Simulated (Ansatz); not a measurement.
Relaxed-ion elastic tensor of CsI (CsCl type, space group No. 221) in GPa (Voigt order), the program Ansatz at the PBE level (PAW); density 4.25 g/cm³, 50.80 Å³ per atom.

```csv
,1,2,3,4,5,6
1,21.2,4.2,4.2,0.0,0.0,0.0
2,4.2,21.2,4.2,0.0,0.0,0.0
3,4.2,4.2,21.2,0.0,0.0,0.0
4,0.0,0.0,0.0,4.0,0.0,0.0
5,0.0,0.0,0.0,0.0,4.0,0.0
6,0.0,0.0,0.0,0.0,0.0,4.0
```

**Question.** Is the crystal mechanically stable?

**Answer.** Yes: the smallest eigenvalue of C is 4.0 GPa.

**Question.** Work out the Voigt, Reuss and Hill averages.

**Answer.** K_V = 9.9, K_R = 9.9, K_H = 9.9; G_V = 5.8, G_R = 5.1, G_H = 5.5 GPa.

**Question.** Give Young's modulus, Poisson's ratio, Pugh's ratio and the universal anisotropy index.

**Answer.** E = 9KG/(3K + G) = 13.8 GPa; ν = 0.27; K/G = 1.81 (near the Pugh limit of 1.75, no verdict); A_U = 5G_V/G_R + K_V/K_R − 6 = 0.69.

**Question.** Estimate the sound speeds and the Debye temperature.

**Answer.** v_l = √((K + 4G/3)/ρ) = 2010 m/s, v_t = √(G/ρ) = 1130 m/s, mean 1260 m/s; Θ = (h/k)(3n/4πV)^(1/3) v_m = 101 K.

**Question.** Give the Zener ratio and Young's modulus along [100], [110] and [111].

**Answer.** A = 2C44/(C11 − C12) = 0.48; 1/E = S11 − 2(S11 − S12 − S44/2)Γ with Γ = 0, 1/4, 1/3 gives 19.8, 12.1, 10.7 GPa.

**Question.** Solve the Christoffel equation for the three sound speeds along [100], [110], [111].

**Answer.** Eigenvalues of C_ijkl n_j n_l equal ρv². In km/s, slowest first: [100] 0.98, 0.98, 2.23; [110] 0.98, 1.41, 1.99; [111] 1.28, 1.28, 1.90.

Space group Pm-3m (CsCl type). The cell was relaxed with PBE under the symmetry of its start; phonons on a q-mesh show no instability. Spin–orbit coupling is left out wherever it is not named.

Potentials: the later of the program's two PAW sets.
